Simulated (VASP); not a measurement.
# PbO (Pbcm) in VASP: further runs

One crystal, PbO, is run at these levels: PBE, PBE+D3(BJ); tasks: relaxation of cell and atoms.

All numbers are computed with VASP 6.6.1; they aren't measurements. Logs are shortened: lines on timing, memory, paths and dates and some standing lists are left out, and cuts for length are marked.

### Step 1. Starting point

The structure is orthorhombic, space group Pbcm (No. 57). The conventional cell has a = 6.101 Å, b = 5.621 Å, c = 4.728 Å, α = 90.00°, β = 90.00°, γ = 90.00°. Around Pb (site symmetry m) lie 4 O at 2.23 to 2.47 Å. O (site symmetry m) is surrounded by 4 Pb at 2.23 to 2.47 Å.

The cell is a database's computed one.

### Step 2. Relaxation of cell and atoms, PBE

INCAR reads:

```
PREC = Accurate
ENCUT = 600
EDIFF = 1E-7
ISMEAR = 0
SIGMA = 0.02
LREAL = False
LASPH = True
NELM = 100
ALGO = Normal
ISIF = 3
LWAVE = False
LCHARG = False
GGA = PE
IBRION = 2
NSW = 90
EDIFFG = -0.005
```

KPOINTS reads:

```
regular mesh
0
Gamma
  6 6 6
```

POSCAR reads:

```
PbO
1.0
    6.1013824500      0.0000000000      0.0000000000
    0.0000000000      5.6211472400      0.0000000000
    0.0000000000      0.0000000000      4.7282601100
Pb O
4 4
Direct
    0.2229512300      0.0153365300      0.7500000000
    0.7770487700      0.9846634700      0.2500000000
    0.7770487700      0.5153365300      0.7500000000
    0.2229512300      0.4846634700      0.2500000000
    0.8715019900      0.9049934200      0.7500000000
    0.1284980100      0.0950065800      0.2500000000
    0.1284980100      0.4049934200      0.7500000000
    0.8715019900      0.5950065800      0.2500000000
```

Potentials or basis: VASP PAW PBE potentials, release 64 (Pb_d, O).

Launch:

```console
> cat potpaw_PBE.64/Pb_d/POTCAR potpaw_PBE.64/O/POTCAR > POTCAR
> mpirun -np 1 vasp_std > vasp.out
```

OUTCAR:

```text
PREC = Accurate
   ENCUT = 600
   EDIFF = 1E-7
   ISMEAR = 0
   LREAL = False
   LASPH = True
   NELM = 100
   ISIF = 3
   GGA = PE
   IBRION = 2
   NSW = 90
   EDIFFG = -0.005

 ion  position               nearest neighbor table
   1  0.223  0.015  0.750-   5 2.23   7 2.26   6 2.47   6 2.47   4 3.54   4 3.54   2 3.61   2 3.61
                             4 3.81   4 3.81   3 3.91   3 3.91   2 4.13   2 4.13
   2  0.777  0.985  0.250-   6 2.23   8 2.26   5 2.47   5 2.47   3 3.54   3 3.54   1 3.61   1 3.61
                             3 3.81   3 3.81   4 3.91   4 3.91   1 4.13   1 4.13
   3  0.777  0.515  0.750-   7 2.23   5 2.26   8 2.47   8 2.47   2 3.54   2 3.54   4 3.61   4 3.61
                             2 3.81   2 3.81   1 3.91   1 3.91   4 4.13   4 4.13
   4  0.223  0.485  0.250-   8 2.23   6 2.26   7 2.47   7 2.47   1 3.54   1 3.54   3 3.61   3 3.61
                             1 3.81   1 3.81   2 3.91   2 3.91   3 4.13   3 4.13
   5  0.872  0.905  0.750-   1 2.23   3 2.26   2 2.47   2 2.47
   6  0.128  0.095  0.250-   2 2.23   4 2.26   1 2.47   1 2.47
   7  0.128  0.405  0.750-   3 2.23   1 2.26   4 2.47   4 2.47
   8  0.872  0.595  0.250-   4 2.23   2 2.26   3 2.47   3 2.47

  LATTYP: Found a simple orthorhombic cell.
 ALAT       =     4.7282601100
 B/A-ratio  =     1.1888405268
 C/A-ratio  =     1.2904075301

  Lattice vectors:

 A1 = (   0.0000000000,   0.0000000000,  -4.7282601100)
 A2 = (   0.0000000000,   5.6211472400,   0.0000000000)
 A3 = (   6.1013824500,   0.0000000000,   0.0000000000)

Analysis of symmetry for initial positions (statically):
=====================================================================
 Subroutine PRICEL returns:
 Original cell was already a primitive cell.

 Routine SETGRP: Setting up the symmetry group for a
 simple orthorhombic supercell.

 Subroutine GETGRP returns: Found  8 space group operations
 (whereof  2 operations were pure point group operations)
 out of a pool of  8 trial point group operations.

The static configuration has the point symmetry S_2 .
 The point group associated with its full space group is D_2h.

Analysis of symmetry for dynamics (positions and initial velocities):
=====================================================================
 Subroutine PRICEL returns:
 Original cell was already a primitive cell.

 Routine SETGRP: Setting up the symmetry group for a
 simple orthorhombic supercell.

 Subroutine GETGRP returns: Found  8 space group operations
 (whereof  2 operations were pure point group operations)
 out of a pool of  8 trial point group operations.

The dynamic configuration has the point symmetry S_2 .
 The point group associated with its full space group is D_2h.

 Subroutine INISYM returns: Found  8 space group operations
 (whereof  2 operations are pure point group operations),
 and found     1 'primitive' translations

----------------------------------------------------------------------------------------

                                     Primitive cell

  volume of cell :     162.1640

  direct lattice vectors                    reciprocal lattice vectors
     6.101382450  0.000000000  0.000000000     0.163897282  0.000000000  0.000000000
     0.000000000  5.621147240  0.000000000     0.000000000  0.177899627  0.000000000
     0.000000000  0.000000000  4.728260110     0.000000000  0.000000000  0.211494287

  length of vectors
     6.101382450  5.621147240  4.728260110     0.163897282  0.177899627  0.211494287

  position of ions in fractional coordinates (direct lattice)
     0.222951230  0.015336530  0.750000000
     0.777048770  0.984663470  0.250000000
     0.777048770  0.515336530  0.750000000
     0.222951230  0.484663470  0.250000000
     0.871501990  0.904993420  0.750000000
     0.128498010  0.095006580  0.250000000
     0.128498010  0.404993420  0.750000000
     0.871501990  0.595006580  0.250000000

  ion indices of the primitive-cell ions
   primitive index   ion index
                 1           1
                 2           2
                 3           3
                 4           4
                 5           5
                 6           6
                 7           7
                 8           8

----------------------------------------------------------------------------------------

 KPOINTS: regular mesh

Automatic generation of k-mesh.
 Grid dimensions read from file:
 generate k-points for:    6    6    6

 Generating k-lattice:

  Cartesian coordinates                     Fractional coordinates (reciprocal lattice)
     0.027316214  0.000000000  0.000000000     0.166666667  0.000000000  0.000000000
     0.000000000  0.029649938  0.000000000     0.000000000  0.166666667  0.000000000
     0.000000000  0.000000000  0.035249048     0.000000000  0.000000000  0.166666667

  Length of vectors
     0.027316214  0.029649938  0.035249048

  Shift w.r.t. Gamma in fractional coordinates (k-lattice)
     0.000000000  0.000000000  0.000000000

[... 48 lines left out ...]
   EMIN   =  10.00;   EMAX   =-10.00  energy-range for DOS
   EFERMI =   0.00;   METHOD = LEGACY
   ISMEAR =     0;   SIGMA  =   0.02  broadening in eV -4-tet -1-fermi 0-gaus
   EFERMI_NEDOS =   21; number of points for ismear=-14 and -15
   IALGO  =     38    algorithm
   IMIX   =      4    mixing-type and parameters
     AMIX     =   0.40;   BMIX     =  1.00
     AMIX_MAG =   1.60;   BMIX_MAG =  1.00
  volume/ion in A,a.u.               =      20.27       136.79
  Fermi-wavevector in a.u.,A,eV,Ry     =   1.293560  2.444474 22.766600  1.673298
  Thomas-Fermi vector in A             =   2.425198
   LORBIT       =      0    0 simple, 1 ext, 2 COOP (PROOUT), +10 PAW based schemes
   GGA     = PE    functional components
   LHFCALC =     F    Hartree Fock is set to
   AEXX    =    0.0000 exact exchange contribution
   IVDW    =     0    specifies the selected vdW correction
   LEPSILON=     F    determine dielectric tensor
   LRPA    =     F    only Hartree local field effects (RPA)
 conjugate gradient relaxation of ions
 non-spin polarized calculation
 Gauss-broadening in eV      SIGMA  =   0.02
  energy-cutoff  :      600.00
  volume of cell :      162.16
 maximum number of plane-waves:      5440
 NGX is ok and might be reduce to    50
   NGX = 25   NGY = 23   NGZ = 19

--------------------------------------- Ionic step        1  -------------------------------------------

 number of electron      80.0000018 magnetization

 Free energy of the ion-electron system (eV)
  ---------------------------------------------------
  ext. energy  EPLUGINS =         0.00000000
  ---------------------------------------------------
  free energy    TOTEN  =       -42.81939923 eV

  energy without entropy =      -42.81939923  energy(sigma->0) =      -42.81939923

------------------------ aborting loop because EDIFF is reached ----------------------------------------

  FORCE on cell =-STRESS in cart. coord.  units (eV):
  Direction    XX          YY          ZZ          XY          YZ          ZX
  --------------------------------------------------------------------------------------
  -------------------------------------------------------------------------------------
  Total        2.8921706      3.1207057      2.9549729      0.0000000      0.0000000      0.0000000
  in kB       28.5745839     30.8325060     29.1950697      0.0000000      0.0000000      0.0000000
  external PRESSURE =      29.5340532 kB  Pullay stress =       0.0000000 kB
[... 107 lines left out ...]
  FREE ENERGIE OF THE ION-ELECTRON SYSTEM (eV)
  ---------------------------------------------------
  free  energy   TOTEN  =       -42.8684636618 eV

  energy  without entropy=      -42.8684636618  energy(sigma->0) =      -42.86846366

[... ionic steps 4 to 26 ...]

--------------------------------------- Ionic step       27  -------------------------------------------

 number of electron      80.0000012 magnetization

------------------------ aborting loop because EDIFF is reached ----------------------------------------

  FORCE on cell =-STRESS in cart. coord.  units (eV):
  Direction    XX          YY          ZZ          XY          YZ          ZX
  --------------------------------------------------------------------------------------
  -------------------------------------------------------------------------------------
  Total        0.0375255      0.0597197      0.0183015      0.0000000      0.0000000      0.0000000
  in kB        0.3435724      0.5467756      0.1675630      0.0000000      0.0000000      0.0000000
  external PRESSURE =       0.3526370 kB  Pullay stress =       0.0000000 kB
[... 69 lines left out ...]
  energy  without entropy=      -42.8930641357  energy(sigma->0) =      -42.89306414

--------------------------------------- Ionic step       29  -------------------------------------------

 number of electron      80.0000012 magnetization

 Free energy of the ion-electron system (eV)
  ---------------------------------------------------
  ext. energy  EPLUGINS =         0.00000000
  ---------------------------------------------------
  free energy    TOTEN  =       -42.89308877 eV

  energy without entropy =      -42.89308877  energy(sigma->0) =      -42.89308877

 E-fermi :   3.7645     XC(G=0):  -9.3140

 val. band max:        3.6223847520   @ k =   0.0000   0.0000   0.0000
 cond. band min:       5.8851061328   @ k =   0.5000   0.5000   0.3333
 fundamental gap:      2.2627213809
 Fermi energy:         3.7644859992

 k-point     1 :       0.0000    0.0000    0.0000
  band No.  band energies     occupation
      1     -13.7021      2.00000
      2     -13.6861      2.00000
      3     -13.5988      2.00000
      4     -13.5042      2.00000
      5     -11.8688      2.00000
      6     -11.8269      2.00000
[... 1213 lines left out ...]
     47       9.8733      0.00000
     48       9.8947      0.00000

 [... further k-points ...]

------------------------ aborting loop because EDIFF is reached ----------------------------------------

  FORCE on cell =-STRESS in cart. coord.  units (eV):
  Direction    XX          YY          ZZ          XY          YZ          ZX
  --------------------------------------------------------------------------------------
  -------------------------------------------------------------------------------------
  Total        0.0247752      0.0288092      0.0162537      0.0000000     -0.0000000      0.0000000
  in kB        0.2267263      0.2636430      0.1487428      0.0000000     -0.0000000      0.0000000
  external PRESSURE =       0.2130374 kB  Pullay stress =       0.0000000 kB
[... 23 lines left out ...]
  FREE ENERGIE OF THE ION-ELECTRON SYSTEM (eV)
  ---------------------------------------------------
  free  energy   TOTEN  =       -42.8930887705 eV

  energy  without entropy=      -42.8930887705  energy(sigma->0) =      -42.89308877

 reached required accuracy - stopping structural energy minimisation
```

Run time: 2.4 h. Hardware: 1 thread of Intel Xeon Platinum 8375C at 2.90GHz (Ice Lake), shared host; peak memory 0.63 GiB.

What came out:

* Free energy: -42.8931 eV
* Relaxed volume: 21.88 Å³/atom
* Relaxed cell: a = 6.297 Å, b = 5.790 Å, c = 4.802 Å, α = 90.00°, β = 90.00°, γ = 90.00°
* Space group after relaxing (to 0.05 Å): Pbcm (No. 57)
* Energy gained by relaxing: 9.2 meV/atom
* Ionic steps: 29
* Pressure after relaxing: 0.0 GPa
* Largest force after relaxing: 0.005 eV/Å
* Band gap on the k mesh: 2.26 eV, indirect (least direct gap 2.55 eV)

Forces on the atoms (eV/Å):
```
Pb  -0.003  0.000  0.000
Pb   0.003  0.000  0.000
Pb   0.003  0.000  0.000
Pb  -0.003  0.000  0.000
O    0.003  0.004  0.000
O   -0.003 -0.004  0.000
O   -0.003  0.004  0.000
O    0.003 -0.004  0.000
```

The path:
| step | energy change (eV) | largest force (eV/Å) | pressure (GPa) | volume (Å³) |
| --- | --- | --- | --- | --- |
| 1 | 0.0000 | 0.3421 | 2.95 | 162.16 |
| 2 | -0.0115 | 0.6205 | -2.01 | 171.09 |
| 3 | -0.0491 | 0.1923 | 0.16 | 166.81 |
| 4 | -0.0570 | 0.1478 | 0.12 | 167.74 |
| 5 | -0.0658 | 0.0887 | 0.02 | 170.08 |
| 6 | -0.0686 | 0.0401 | 0.08 | 170.69 |
| 7 | -0.0686 | 0.0385 | 0.08 | 170.68 |
| 8 | -0.0693 | 0.0390 | 0.02 | 171.13 |
| 9 | -0.0702 | 0.0503 | -0.13 | 172.26 |
| 10 | -0.0707 | 0.0453 | -0.05 | 172.34 |
| 11 | -0.0711 | 0.0370 | 0.08 | 172.48 |
| 12 | -0.0709 | 0.0763 | 0.34 | 172.74 |
| 13 | -0.0712 | 0.0319 | 0.17 | 172.56 |
| 14 | -0.0716 | 0.0298 | 0.15 | 172.85 |
| 15 | -0.0724 | 0.0288 | 0.11 | 173.73 |
| 16 | -0.0723 | 0.0353 | 0.04 | 175.49 |
| 17 | -0.0726 | 0.0310 | 0.08 | 174.58 |
| 18 | -0.0729 | 0.0217 | -0.06 | 174.85 |
| 19 | -0.0729 | 0.0245 | -0.08 | 174.89 |
| 20 | -0.0731 | 0.0221 | -0.05 | 174.84 |
| 21 | -0.0733 | 0.0182 | 0.02 | 174.73 |
| 22 | -0.0735 | 0.0104 | 0.02 | 174.80 |
| 23 | -0.0736 | 0.0085 | 0.02 | 174.86 |
| 24 | -0.0736 | 0.0090 | 0.02 | 174.87 |
| 25 | -0.0736 | 0.0114 | -0.02 | 175.04 |
| 26 | -0.0736 | 0.0105 | -0.02 | 175.02 |
| 27 | -0.0737 | 0.0072 | 0.04 | 174.99 |
| 28 | -0.0737 | 0.0054 | 0.02 | 175.00 |
| 29 | -0.0737 | 0.0050 | 0.02 | 175.08 |

Final structure:
```xyz
8
Lattice="6.2969 0.0000 0.0000 0.0000 5.7895 0.0000 0.0000 0.0000 4.8023" Properties=species:S:1:pos:R:3 pbc="T T T"
Pb    1.3566    0.1153    3.6018
Pb    4.9404    5.6742    1.2006
Pb    4.9404    3.0101    3.6018
Pb    1.3566    2.7794    1.2006
O     5.4938    5.2310    3.6018
O     0.8032    0.5585    1.2006
O     0.8032    2.3363    3.6018
O     5.4938    3.4533    1.2006
```

Levels at points of the mesh, in eV from the valence-band top:
```
           k point  band 37  band 38  band 39  band 40  band 41  band 42  band 43  band 44
(0.00, 0.00, 0.00)    -1.18    -1.06    -0.19     0.00     3.22     3.41     4.91     4.92
(0.50, 0.00, 0.00)    -1.21    -0.75    -0.40    -0.03     2.67     3.26     4.11     4.65
(0.00, 0.50, 0.00)    -0.95    -0.95    -0.20    -0.20     3.81     3.81     4.48     4.48
(0.50, 0.50, 0.00)    -0.76    -0.76    -0.41    -0.41     2.85     2.85     4.15     4.15
(0.00, 0.00, 0.50)    -0.75    -0.75    -0.25    -0.25     4.00     4.00     4.48     4.48
(0.50, 0.00, 0.50)    -0.51    -0.51    -0.33    -0.33     2.98     2.98     3.75     3.75
(0.00, 0.50, 0.50)    -0.67    -0.67    -0.67    -0.67     3.24     3.24     3.24     3.24
(0.50, 0.50, 0.50)    -0.50    -0.50    -0.50    -0.50     2.47     2.47     2.47     2.47
```

Caveat: spin-orbit coupling is left out, which as a rule narrows the gap of such compounds by several tenths of an eV.

### Step 3. Relaxation of cell and atoms, PBE+D3(BJ)

INCAR, as its differences from that of step 2:

```diff
@@ -13,2 +13,3 @@
 GGA = PE
+IVDW = 12
 IBRION = 2
```

KPOINTS is that of step 2.

POSCAR is that of step 2.

Potentials or basis: VASP PAW PBE potentials, release 64 (Pb_d, O).

Launch:

```console
> cat potpaw_PBE.64/Pb_d/POTCAR potpaw_PBE.64/O/POTCAR > POTCAR
> mpirun -np 1 vasp_std > vasp.out
```

It took 1.9 h on 1 thread of Intel Xeon Platinum 8375C at 2.90GHz (Ice Lake), shared host; peak memory 0.64 GiB.

The run converged. Its results:

```
Free energy                            : -44.7611 eV
Relaxed volume                         : 19.41 Å³/atom
Relaxed cell                           : a = 5.860 Å, b = 5.528 Å, c = 4.792 Å, α = 90.00°, β = 90.00°, γ = 90.00°
Space group after relaxing (to 0.05 Å) : Pbcm (No. 57)
Energy gained by relaxing              : 7.0 meV/atom
Ionic steps                            : 22
Pressure after relaxing                : 0.0 GPa
Band gap on the k mesh                 : 2.03 eV, indirect (least direct gap 2.26 eV)
Dispersion energy per atom             : -0.246 eV
```

Forces on the atoms (eV/Å):
```
Pb   0.000 -0.003  0.000
Pb   0.000  0.003  0.000
Pb   0.000 -0.003  0.000
Pb   0.000  0.003  0.000
O    0.002  0.000  0.000
O   -0.002  0.000  0.000
O   -0.002  0.000  0.000
O    0.002  0.000  0.000
```

Step by step:
```tsv
step	energy change (eV)	largest force (eV/Å)	pressure (GPa)	volume (Å³)
1	0.0000	0.3511	1.15	162.16
2	-0.0044	0.2079	-1.48	165.60
3	-0.0146	0.1113	-0.32	164.01
4	-0.0195	0.0987	-0.30	163.46
5	-0.0315	0.0652	-0.22	161.80
6	-0.0425	0.1183	0.02	158.50
7	-0.0472	0.0810	-0.06	158.01
8	-0.0531	0.0740	-0.24	156.52
9	-0.0545	0.0554	0.04	155.75
10	-0.0546	0.0521	0.11	155.55
11	-0.0552	0.0286	-0.02	155.54
12	-0.0552	0.0207	-0.07	155.54
13	-0.0555	0.0150	-0.04	155.37
14	-0.0557	0.0109	0.02	154.98
15	-0.0558	0.0104	0.02	155.02
16	-0.0559	0.0146	0.00	155.11
17	-0.0559	0.0099	0.01	155.14
18	-0.0560	0.0057	0.02	155.18
19	-0.0560	0.0066	0.02	155.19
20	-0.0560	0.0018	-0.02	155.27
21	-0.0560	0.0018	-0.03	155.29
22	-0.0560	0.0027	-0.01	155.26
```

Final structure:
```cif
data_structure
_symmetry_space_group_name_H-M 'P 1'
_symmetry_Int_Tables_number 1
_cell_length_a 5.8604
_cell_length_b 5.5280
_cell_length_c 4.7924
_cell_angle_alpha 90.000
_cell_angle_beta 90.000
_cell_angle_gamma 90.000
_cell_volume 155.26
loop_
_atom_site_label
_atom_site_type_symbol
_atom_site_fract_x
_atom_site_fract_y
_atom_site_fract_z
_atom_site_occupancy
Pb1 Pb 0.23325 0.01001 0.75000 1
Pb2 Pb 0.76675 0.98999 0.25000 1
Pb3 Pb 0.76675 0.51001 0.75000 1
Pb4 Pb 0.23325 0.48999 0.25000 1
O1 O 0.85859 0.91194 0.75000 1
O2 O 0.14141 0.08806 0.25000 1
O3 O 0.14141 0.41194 0.75000 1
O4 O 0.85859 0.58806 0.25000 1
```

Levels at points of the mesh, in eV from the valence-band top:
| k point | band 37 | band 38 | band 39 | band 40 | band 41 | band 42 | band 43 | band 44 |
| --- | --- | --- | --- | --- | --- | --- | --- | --- |
| (0.00, 0.00, 0.00) | -1.23 | -1.22 | -0.42 | -0.09 | 3.41 | 3.92 | 4.52 | 5.38 |
| (0.50, 0.00, 0.00) | -1.29 | -0.63 | -0.38 | 0.00 | 2.74 | 3.16 | 3.72 | 4.79 |
| (0.00, 0.50, 0.00) | -0.93 | -0.93 | -0.19 | -0.19 | 3.99 | 3.99 | 4.88 | 4.88 |
| (0.50, 0.50, 0.00) | -0.57 | -0.57 | -0.41 | -0.41 | 3.00 | 3.00 | 3.99 | 3.99 |
| (0.00, 0.00, 0.50) | -0.72 | -0.72 | -0.24 | -0.24 | 4.13 | 4.13 | 4.85 | 4.85 |
| (0.50, 0.00, 0.50) | -0.44 | -0.44 | -0.32 | -0.32 | 3.10 | 3.10 | 3.60 | 3.60 |
| (0.00, 0.50, 0.50) | -0.68 | -0.68 | -0.68 | -0.68 | 3.37 | 3.37 | 3.37 | 3.37 |
| (0.50, 0.50, 0.50) | -0.46 | -0.46 | -0.46 | -0.46 | 2.42 | 2.42 | 2.42 | 2.42 |

Caveat: spin-orbit coupling is left out, which as a rule narrows the gap of such compounds by several tenths of an eV. Expect the measured gap to be larger: semilocal functionals such as PBE lack the derivative discontinuity.
